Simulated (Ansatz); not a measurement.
Comparing deformations in MgO

These are results of DFT PBE, scalar-relativistic, plane waves, PAW in Ansatz 0.2.0, not measurements. Settings: plane waves to 420 eV, k-mesh 9×9×8 (Γ-centred), Gaussian smearing 0.05 eV. No spin polarisation. Energies are free energies at this smearing, counted from the undisturbed cell; pressure is positive in compression.

The starting cell (as given, not relaxed at this level; it stands at 0.0 GPa; this form isn't the usual structure):

```
CELL_PARAMETERS angstrom
2.93802 0.00000 0.00000
-1.46901 2.54440 0.00000
0.00000 0.00000 2.67968
ATOMIC_POSITIONS crystal
Mg 0.00000 0.00000 0.00000
O 0.33333 0.66667 0.50000
```

The cell is strained by ε times a Voigt pattern (xx, yy, zz, yz, xz, xy; engineering shear) with fractional coordinates fixed. τ = (1/V0) dE/dε comes from the stress tensor. Of each scan, only the three points used here are listed.

```
           pattern        ε  τ (GPa)
(1, 1, 0, 0, 0, 0)  -0.0150   -12.72
(1, 1, 0, 0, 0, 0)   0.0000     0.10
(1, 1, 0, 0, 0, 0)   0.0150    11.71
(0, 0, 1, 0, 0, 0)  -0.0150    -8.37
(0, 0, 1, 0, 0, 0)   0.0000    -0.01
(0, 0, 1, 0, 0, 0)   0.0150     7.72
(0, 1, 0, 0, 0, 0)  -0.0100    -3.23
(0, 1, 0, 0, 0, 0)   0.0000     0.05
(0, 1, 0, 0, 0, 0)   0.0100     3.18
```

**Question.** Which constants do the scans give, and which deformation costs least for the same size of strain tensor?

**Answer.** The slope dτ/dε at zero (parabola through three points) is pᵀCp: (1, 1, 0, 0, 0, 0) gives C11 + C22 + 2 C12 = 814 GPa; (0, 0, 1, 0, 0, 0) gives C33 = 536 GPa; (0, 1, 0, 0, 0, 0) gives C22 = 321 GPa. The size of the strain tensor, ε:ε, is ε² times 2.0, 1.0, 1.0. Per unit of it the stiffnesses are 407, 536, 321 GPa, so (0, 1, 0, 0, 0, 0) is the softest of these: at ε:ε = (1 %)² the quadratic term costs 1.00 meV/atom against 1.68 for the stiffest. These are clamped-ion values.

Forces appear on the atoms along this scan, and letting them relax would lower the energy and soften the response.